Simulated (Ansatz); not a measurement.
Relaxed Li3N (Li3N type, space group P6/mmm):

```
Li3N
1.0
    7.26871     0.00000     0.00000
   -1.81718     3.14744     0.00000
    0.00000     0.00000     3.86452
Li N
6 2
Direct
  0.00000   0.00000   0.50000
  0.50000   0.00000   0.50000
  0.16667   0.66667   0.00000
  0.66667   0.66667   0.00000
  0.33333   0.33333   0.00000
  0.83333   0.33333   0.00000
  0.00000   0.00000   0.00000
  0.50000   0.00000   0.00000
```

A phonon eigenvector at M = (0.5, 0.0, 0.0) is frozen into this cell: atom i moves by Q times the vector below, so Q is the largest atomic displacement, in Å. The cell is held. (q is in reciprocal vectors of the primitive cell; the cell shown is doubled to hold the pattern.)

```csv
atom,x,y,z
Li1,0.500,-0.866,0.000
Li2,-0.500,0.866,0.000
Li3,0.064,-0.112,0.000
Li4,-0.064,0.112,0.000
Li5,-0.064,0.112,0.000
Li6,0.064,-0.112,0.000
N7,0.233,-0.404,0.000
N8,-0.233,0.404,0.000
```

Level of theory: PBE (plane waves to 420 eV, PAW, scalar-relativistic; Ansatz, a program for electronic structure). k mesh 5×10×9 (Γ-centred), Fermi-Dirac smearing 0.05 eV. E stands for the smeared free energy. Li3N was relaxed with its symmetry unable to fall. ΔE is measured from the undisplaced structure.

| Q (Å) | ΔE (meV/cell) |
|---|---|
| -0.100 | 23.3 |
| -0.067 | 10.3 |
| -0.033 | 2.6 |
| 0.000 | 0.0 |
| 0.033 | 2.6 |
| 0.067 | 10.3 |
| 0.100 | 23.3 |

### Question
Which DFPT wavenumber at M = (0.5, 0.0, 0.0) belongs to this mode?
A. 292 cm⁻¹
B. 493 cm⁻¹
C. 661 cm⁻¹
D. 249 cm⁻¹

### Answer
D, 249 cm⁻¹. The curvature of the scan gives 249 cm⁻¹

(For displaced atoms, the force is minus the slope of the energy, and its curvature is a force constant, which sets phonon frequencies.)
